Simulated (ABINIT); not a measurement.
# AlNi (Pm-3m) in ABINIT: reference runs

Reference runs on AlNi: the cell as given.

Program: ABINIT 10.8.3 (patched build). These are calculated values, not measurements. Logs are shortened: lines on timing, memory, paths and dates and some standing lists are left out, and cuts for length are marked. The log counts tension as positive stress, the text compression.

### 1 The structure

It takes space group Pm-3m (No. 221, cubic). The conventional cell has a = 2.881 Å, b = 2.881 Å, c = 2.881 Å, α = 90.00°, β = 90.00°, γ = 90.00°. Ni (site symmetry m-3m) is surrounded by 8 Al at 2.50 Å. Around Al (site symmetry m-3m) lie 8 Ni at 2.50 Å.

### 2 Single point, PBE, collinear spin, ferromagnetic start

run.abi reads:

```
# Pseudopotentials
pp_dirpath "./"
pseudos "Ni.GGA_PBE-JTH.xml, Al.GGA_PBE-JTH.xml"

# Structure
structure "poscar:POSCAR"
natom 2

# Plane-wave basis
ecut 41.0
pawecutdg 63.0

# k points
kptopt 1
ngkpt 9 9 9
nshiftk 1
shiftk 0.0 0.0 0.0

# Exchange and correlation
ixc 11

# Bands and occupations
nband 15
occopt 3
tsmear 0.00183747

# Spin
nsppol 2
spinat
     0.0000000000     0.0000000000     1.0000000000
     0.0000000000     0.0000000000     0.0000000000

# SCF cycle
nstep 100
tolvrs 1.0e-9

# Output
iomode 3
prtwf 0
prteig 0
prtebands 0
prtden 1
prtvha 1
prtvclmb 1
prtpot 1
```

POSCAR reads:

```
AlNi
1.0
    2.8810000000      0.0000000000      0.0000000000
    0.0000000000      2.8810000000      0.0000000000
    0.0000000000      0.0000000000      2.8810000000
Ni Al
1 1
Direct
    0.5000000000      0.5000000000      0.5000000000  Ni
    0.0000000000      0.0000000000      0.0000000000  Al
```

Potentials or basis: JTH PAW PBE v2.0.

Run with:

```console
abinit run.abi > log 2>&1
```

run.abo:

```text
.Version 10.8.3 of ABINIT
 Symmetries : space group Pm -3 m (#221); Bravais cP (primitive cubic)
================================================================================
 Values of the parameters that define the memory need of the present run
     intxc =       0    ionmov =       0      iscf =      17    lmnmax =      18
     lnmax =       6     mgfft =      32  mpssoang =       3    mqgrid =    3001
     natom =       2  nloc_mem =       2    nspden =       2   nspinor =       1
    nsppol =       2      nsym =      48    n1xccc =       1    ntypat =       2
    occopt =       3   xclevel =       2
       mpw =        2035          nfft =       32768          nkpt =          35
 PAW method is used; the additional fine FFT grid is defined by:
   mgfftf=        40    nfftf =     64000
================================================================================
================================================================================

--------------------------------------------------------------------------------
------------- Echo of variables that govern the present computation ------------
--------------------------------------------------------------------------------
 -outvars: echo values of preprocessed input variables --------
            acell      1.0000000000E+00  1.0000000000E+00  1.0000000000E+00 Bohr
              amu      5.86900000E+01  2.69815390E+01
             ecut      4.10000000E+01 Hartree
              ixc          11
         kptrlatt        9    0    0      0    9    0      0    0    9
          kptrlen      4.89987087E+01
            natom           2
            nband          15
            ngfft          32      32      32
          ngfftdg          40      40      40
             nkpt          35
           nspden           2
           nsppol           2
            nstep         100
             nsym          48
           ntypat           2
           occopt           3
        pawecutdg      6.30000000E+01 Hartree
         pawxcdev           0
        prtebands           0
           prteig           0
           prtpot           1
         prtvclmb           1
           prtvha           1
            prtwf           0
            rprim      5.4443009687E+00  0.0000000000E+00  0.0000000000E+00
                       0.0000000000E+00  5.4443009687E+00  0.0000000000E+00
                       0.0000000000E+00  0.0000000000E+00  5.4443009687E+00
          spgroup         221
           spinat      0.0000000000E+00  0.0000000000E+00  1.0000000000E+00
                       0.0000000000E+00  0.0000000000E+00  0.0000000000E+00
           tolvrs      1.00000000E-09
           tsmear      1.83747000E-03 Hartree
            typat      1  2
           useylm           1
           xangst      1.4405000000E+00  1.4405000000E+00  1.4405000000E+00
                       0.0000000000E+00  0.0000000000E+00  0.0000000000E+00
            xcart      2.7221504844E+00  2.7221504844E+00  2.7221504844E+00
                       0.0000000000E+00  0.0000000000E+00  0.0000000000E+00
             xred      5.0000000000E-01  5.0000000000E-01  5.0000000000E-01
                       0.0000000000E+00  0.0000000000E+00  0.0000000000E+00
            znucl       28.00000   13.00000

================================================================================

 chkinp: Checking input parameters for consistency.

================================================================================
== DATASET  1 ==================================================================

--- !DatasetInfo
iteration_state: {dtset: 1, }
dimensions: {natom: 2, nkpt: 35, mband: 15, nsppol: 2, nspinor: 1, nspden: 2, mpw: 2035, }
cutoff_energies: {ecut:  41.0, pawecutdg:  63.0, }
electrons: {nelect:   2.10000000E+01, charge:   0.00000000E+00, occopt:   3.00000000E+00, tsmear:   1.83747000E-03, }
meta: {optdriver: 0, ionmov: 0, optcell: 0, iscf: 17, paral_kgb: 0, }
...

 Exchange-correlation functional for the present dataset will be:
  GGA: Perdew-Burke-Ernzerhof functional - ixc=11
  J.P.Perdew, K.Burke, M.Ernzerhof, PRL 77, 3865 (1996)

 Real(R)+Recip(G) space primitive vectors, cartesian coordinates (Bohr,Bohr^-1):
 R(1)=  5.4443010  0.0000000  0.0000000  G(1)=  0.1836783  0.0000000  0.0000000
 R(2)=  0.0000000  5.4443010  0.0000000  G(2)=  0.0000000  0.1836783  0.0000000
 R(3)=  0.0000000  0.0000000  5.4443010  G(3)=  0.0000000  0.0000000  0.1836783
 Unit cell volume ucvol=  1.6137133E+02 bohr^3
 Angles (23,13,12)=  9.00000000E+01  9.00000000E+01  9.00000000E+01 degrees

 Coarse grid specifications (used for wave-functions):

 getcut: wavevector=  0.0000  0.0000  0.0000  ngfft=  32  32  32
         ecut(hartree)=     41.000   => boxcut(ratio)=   2.03916

 Fine grid specifications (used for densities):

 getcut: wavevector=  0.0000  0.0000  0.0000  ngfft=  40  40  40
         ecut(hartree)=     63.000   => boxcut(ratio)=   2.05628

--- Pseudopotential description ------------------------------------------------
- pspini: atom type   1  psp file is ./Ni.GGA_PBE-JTH.xml
 Pseudopotential format is: paw10
 basis_size (lnmax)=  6 (lmn_size= 18), orbitals=   0   0   1   1   2   2
 Spheres core radius: rc_sph= 1.81432190
 Shapefunction is SIN type: shapef(r)=[sin(pi*r/rshp)/(pi*r/rshp)]**2
 Radius for shape functions =  1.60094920
 Compensation charge density is not taken into account in XC energy/potential

- pspini: atom type   2  psp file is ./Al.GGA_PBE-JTH.xml
 Pseudopotential format is: paw10
 basis_size (lnmax)=  4 (lmn_size=  8), orbitals=   0   0   1   1
 Spheres core radius: rc_sph= 1.90363307
 Shapefunction is SIN type: shapef(r)=[sin(pi*r/rshp)/(pi*r/rshp)]**2
 Radius for shape functions =  1.60786206
 Compensation charge density is not taken into account in XC energy/potential

   3.85142653E+02                                ecore*ucvol(ha*bohr**3)
--------------------------------------------------------------------------------

================================================================================

--- !BeginCycle
iteration_state: {dtset: 1, }
solver: {iscf: 17, nstep: 100, nline: 4, wfoptalg: 10, }
tolerances: {tolvrs: 1.00E-09, }
...

     iter   Etot(hartree)      deltaE(h)  residm     nres2   difmagsph maxmagsph
 ETOT  1  -172.56449251766    -1.726E+02 4.042E+00 4.518E+01 4.567E-01 4.567E-01
 ETOT  2  -173.36693278728    -8.024E-01 4.816E-02 3.006E+02 4.165E-01 4.020E-02
 ETOT  3  -173.04152804264     3.254E-01 4.572E-02 2.518E+01 9.073E-02 1.309E-01
 ETOT  4  -173.04803164433    -6.504E-03 6.800E-02 3.953E+01 5.078E-03 1.351E-01
 ETOT  5  -173.02531502158     2.272E-02 4.412E-03 5.188E+00 8.143E-02 5.366E-02
 ETOT  6  -173.02205376055     3.261E-03 3.066E-03 1.340E+00 3.985E-02 1.381E-02
 ETOT  7  -173.02120786063     8.459E-04 7.007E-04 1.242E-01 1.403E-02 2.718E-03
 ETOT  8  -173.02123689000    -2.903E-05 3.627E-04 1.226E-01 1.114E-02 1.092E-02
 ETOT  9  -173.02112797721     1.089E-04 1.585E-04 1.512E-03 5.321E-03 5.598E-03
 ETOT 10  -173.02113117603    -3.199E-06 1.361E-04 3.093E-04 4.843E-03 7.542E-04
 ETOT 11  -173.02113111546     6.056E-08 5.423E-05 2.308E-05 1.047E-03 2.928E-04
 ETOT 12  -173.02113109017     2.530E-08 3.181E-05 5.199E-07 1.373E-04 1.555E-04
 ETOT 13  -173.02113109117    -1.004E-09 1.961E-05 6.400E-07 1.111E-04 4.441E-05
 ETOT 14  -173.02113109105     1.240E-10 7.968E-06 3.050E-09 3.914E-05 5.267E-06
 ETOT 15  -173.02113109107    -2.137E-11 1.298E-05 1.002E-09 6.159E-06 8.920E-07
 ETOT 16  -173.02113109106     3.126E-12 5.622E-06 5.326E-11 1.004E-06 1.119E-07

 At SCF step   16       nres2   =  5.33E-11 < tolvrs=  1.00E-09 =>converged.

 Cartesian components of stress tensor (hartree/bohr^3)
  sigma(1 1)= -7.34933137E-05  sigma(3 2)=  0.00000000E+00
  sigma(2 2)= -7.34933137E-05  sigma(3 1)=  0.00000000E+00
  sigma(3 3)= -7.34933137E-05  sigma(2 1)=  0.00000000E+00

--- !ResultsGS
iteration_state: {dtset: 1, }
comment   : Summary of ground state results
lattice_vectors:
- [  5.4443010,   0.0000000,   0.0000000, ]
- [  0.0000000,   5.4443010,   0.0000000, ]
- [  0.0000000,   0.0000000,   5.4443010, ]
lattice_lengths: [   5.44430,    5.44430,    5.44430, ]
lattice_angles: [ 90.000,  90.000,  90.000, ] # degrees, (23, 13, 12)
lattice_volume:   1.6137133E+02
convergence: {deltae:  3.126E-12, res2:  5.326E-11, residm:  5.622E-06, diffor: null, }
etotal    :  -1.73021131E+02
entropy   :   0.00000000E+00
fermie    :   4.25427569E-01
cartesian_stress_tensor: # hartree/bohr^3
- [ -7.34933137E-05,   0.00000000E+00,   0.00000000E+00, ]
- [  0.00000000E+00,  -7.34933137E-05,   0.00000000E+00, ]
- [  0.00000000E+00,   0.00000000E+00,  -7.34933137E-05, ]
pressure_GPa:   2.1622E+00
xred      :
- [  5.0000E-01,   5.0000E-01,   5.0000E-01, Ni]
- [  0.0000E+00,   0.0000E+00,   0.0000E+00, Al]
cartesian_forces: # hartree/bohr
- [ -0.00000000E+00,  -0.00000000E+00,  -0.00000000E+00, ]
- [ -0.00000000E+00,  -0.00000000E+00,  -0.00000000E+00, ]
force_length_stats: {min:   0.00000000E+00, max:   0.00000000E+00, mean:   0.00000000E+00, }
...

 Integrated electronic and magnetization densities in atomic spheres:
 ------------------------------------------------------------------------------------------------------------
 Radius=ratsph(iatom), smearing ratsm=  0.0000. Diff(up-dn)=approximate z local magnetic moment.
    Atom    Radius    up_density   dn_density  Total(up+dn)  Diff(up-dn)
    1 Ni   1.81432     7.950903     7.950903     15.901805    -0.000000
    2 Al   1.90363     0.398879     0.398879      0.797758    -0.000000
 ------------------------------------------------------------------------------------------------------------
  Sum:                 8.349782     8.349782     16.699564    -0.000000
 Total magnetization (from the atomic spheres):               -0.000000
 Total magnetization (exact up - dn):                         -0.000000

================================================================================

 ----iterations are completed or convergence reached----

 Mean square residual over all n,k,spin=   16.376E-09; max=  56.223E-07
 reduced coordinates (array xred) for    2 atoms
       0.500000000000      0.500000000000      0.500000000000
       0.000000000000      0.000000000000      0.000000000000
 rms dE/dt=  0.0000E+00; max dE/dt=  0.0000E+00; dE/dt below (all hartree)
    1       0.000000000000      0.000000000000      0.000000000000
    2       0.000000000000      0.000000000000      0.000000000000

 cartesian coordinates (angstrom) at end:
    1      1.44050000000000     1.44050000000000     1.44050000000000
    2      0.00000000000000     0.00000000000000     0.00000000000000

 cartesian forces (hartree/bohr) at end:
    1     -0.00000000000000    -0.00000000000000    -0.00000000000000
    2     -0.00000000000000    -0.00000000000000    -0.00000000000000
 frms,max,avg= 0.0000000E+00 0.0000000E+00   0.000E+00  0.000E+00  0.000E+00 h/b

 cartesian forces (eV/Angstrom) at end:
    1     -0.00000000000000    -0.00000000000000    -0.00000000000000
    2     -0.00000000000000    -0.00000000000000    -0.00000000000000
 frms,max,avg= 0.0000000E+00 0.0000000E+00   0.000E+00  0.000E+00  0.000E+00 e/A
 length scales=  1.000000000000  1.000000000000  1.000000000000 bohr
              =  0.529177210544  0.529177210544  0.529177210544 angstroms
 Fermi (or HOMO) energy (hartree) =   0.42543   Average Vxc (hartree)=  -0.43507
 Magnetization (Bohr magneton)=  2.15190633E-07
 Total spin up =  1.04999999E+01   Total spin down =  1.05000001E+01
 Eigenvalues (hartree) for nkpt=  35  k points, SPIN UP:
 kpt#   1, nband= 15, wtk=  0.00137, kpt=  0.0000  0.0000  0.0000 (reduced coord)
  -3.37293   -1.91758   -1.91758   -1.91758    0.01442    0.30604    0.30604    0.36858
   0.36858    0.36858    0.62668    0.62668    0.62668    0.72363    0.72363
      occupation numbers for kpt#   1
   1.00000    1.00000    1.00000    1.00000    1.00000    1.00000    1.00000    1.00000
   1.00000    1.00000    0.00000    0.00000    0.00000    0.00000    0.00000
 prteigrs : prtvol=0 or 1, do not print more k-points.

 Eigenvalues (hartree) for nkpt=  35  k points, SPIN DOWN:
 kpt#   1, nband= 15, wtk=  0.00137, kpt=  0.0000  0.0000  0.0000 (reduced coord)
  -3.37293   -1.91758   -1.91758   -1.91758    0.01442    0.30604    0.30604    0.36858
   0.36858    0.36858    0.62668    0.62668    0.62668    0.72363    0.72363
      occupation numbers for kpt#   1
   1.00000    1.00000    1.00000    1.00000    1.00000    1.00000    1.00000    1.00000
   1.00000    1.00000    0.00000    0.00000    0.00000    0.00000    0.00000
 prteigrs : prtvol=0 or 1, do not print more k-points.

--- !EnergyTerms
iteration_state     : {dtset: 1, }
comment             : Components of total free energy in Hartree
kinetic             :  2.99864854591314E+01
hartree             :  5.70553401797701E+01
xc                  : -7.81365664110063E+00
Ewald energy        : -9.47255810573542E+01
psp_core            :  2.38668575352008E+00
local_psp           : -1.54696496737338E+02
PAW spherical_terms : -5.21366485155619E+00
internal            : -1.73020887894928E+02
'-kT*entropy'       : -2.43671732260166E-04
total_energy        : -1.73021131566660E+02
total_energy_eV     : -4.70814483977708E+03
...

--- !EnergyTermsDC
iteration_state     : {dtset: 1, }
comment             : '"Double-counting" decomposition of free energy'
band_energy         : -1.42352254394799E+01
Ewald energy        : -9.47255810573542E+01
psp_core            :  2.38668575352008E+00
xc_dc               : -5.49914243726596E+01
PAW spherical_terms : -1.14553423033579E+01
internal            : -1.73020887419332E+02
'-kT*entropy'       : -2.43671732260166E-04
total_energy_dc     : -1.73021131091064E+02
total_energy_dc_eV  : -4.70814482683545E+03
...

--- !EnergyTermsWithPAWCore
iteration_state     : {dtset: 1, }
comment             : 'Components of total free energy, including PAW core contributions'
Total energy        : -1.76366583867188E+03
Total energy DC     : -1.76366583819629E+03
Total energy (eV)   : -4.79917923449426E+04
Total energy DC (eV): -4.79917923320010E+04
...

 Cartesian components of stress tensor (hartree/bohr^3)
  sigma(1 1)= -7.34933137E-05  sigma(3 2)=  0.00000000E+00
  sigma(2 2)= -7.34933137E-05  sigma(3 1)=  0.00000000E+00
  sigma(3 3)= -7.34933137E-05  sigma(2 1)=  0.00000000E+00

-Cartesian components of stress tensor (GPa)         [Pressure=  2.1622E+00 GPa]
- sigma(1 1)= -2.16224794E+00  sigma(3 2)=  0.00000000E+00
- sigma(2 2)= -2.16224794E+00  sigma(3 1)=  0.00000000E+00
- sigma(3 3)= -2.16224794E+00  sigma(2 1)=  0.00000000E+00

== END DATASET(S) ==============================================================
================================================================================

 -outvars: echo values of variables after computation  --------
            acell      1.0000000000E+00  1.0000000000E+00  1.0000000000E+00 Bohr
           etotal     -1.7302113109E+02
            fcart     -0.0000000000E+00 -0.0000000000E+00 -0.0000000000E+00
                      -0.0000000000E+00 -0.0000000000E+00 -0.0000000000E+00
            rprim      5.4443009687E+00  0.0000000000E+00  0.0000000000E+00
                       0.0000000000E+00  5.4443009687E+00  0.0000000000E+00
                       0.0000000000E+00  0.0000000000E+00  5.4443009687E+00
           strten     -7.3493313722E-05 -7.3493313722E-05 -7.3493313722E-05
                       0.0000000000E+00  0.0000000000E+00  0.0000000000E+00
           xangst      1.4405000000E+00  1.4405000000E+00  1.4405000000E+00
                       0.0000000000E+00  0.0000000000E+00  0.0000000000E+00
             xred      5.0000000000E-01  5.0000000000E-01  5.0000000000E-01
                       0.0000000000E+00  0.0000000000E+00  0.0000000000E+00
 Calculation completed.
```

Wall time 61 s (1 thread of Arm Neoverse V2, shared host); peak memory 0.19 GiB.

What came out:

```
Free energy                                           : -4708.1448 eV
Pressure                                              : 2.2 GPa
Band gap on the k mesh                                : none (metal or under the smearing width)
Net moment                                            : 0.00 μB per cell
Valence electrons inside the program's atomic spheres : Ni 15.90; Al 0.80
```

Levels at points of the mesh, in eV from the Fermi level:
Spin up:
```csv
k point,band 7,band 8,band 9,band 10,band 11,band 12,band 13,band 14
"(0.00, 0.00, 0.00)",-3.25,-1.55,-1.55,-1.55,5.48,5.48,5.48,8.11
```
Spin down:
```tsv
k point	band 8	band 9	band 10	band 11	band 12	band 13
(0.00, 0.00, 0.00)	-1.55	-1.55	-1.55	5.48	5.48	5.48
```

Caveat: small starting moments can end in a higher magnetic state in this program.
